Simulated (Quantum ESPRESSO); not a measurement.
## ZrB2 under changes of volume

One of the cells (10.249 Å³/atom); the others are scaled copies at fixed shape and fractional positions:

```
Zr B
1.0
     3.17000    0.00000    0.00000
    -1.58500    2.74530    0.00000
     0.00000    0.00000    3.53300
Zr B
1 2
Direct
  0.00000 0.00000 0.00000
  0.66667 0.33333 0.50000
  0.33333 0.66667 0.50000
```

```yaml
Program: Quantum ESPRESSO 7.5
Functional: r2SCAN
Potentials_or_basis: SG15 PBE 1.2
Cutoff: 952 eV
Density_cutoff: 3810 eV
k_mesh: 8 × 8 × 6
Occupations: fermi-dirac, width 0.05 eV
Spin: no spin polarisation
```

| volume (Å³/atom) | energy over the lowest point (meV/atom) | pressure (GPa) |
| --- | --- | --- |
| 9.634 | 30.69 | 16.8 |
| 9.839 | 13.14 | 10.6 |
| 10.044 | ? | ? |
| 10.249 | 0.00 | -0.1 |
| 10.454 | 3.08 | -4.7 |
| 10.659 | 11.80 | -8.9 |
| 10.864 | 25.64 | -12.7 |

Problem. What does the run at 10.044 Å³/atom give?

Solution. Energy over the lowest point 3.14 meV/atom; pressure 5.0 GPa.

Worked out: A Birch-Murnaghan fit of order 3 (a polynomial in V^(-2/3)) to the other rows has its minimum at 10.25 Å³/atom with B0 = V·E''(V) = 243 GPa and B' = 3.9 at fixed shape and positions, which overstates the stiffness. It gives 3.14 meV/atom at 10.044 Å³/atom, against the run's 3.14, and -dE/dV = 5.0 GPa, against 5.0.

Energies are extrapolated to zero smearing.

Caveats: the potentials were made for another functional, which shifts forces and pressure.
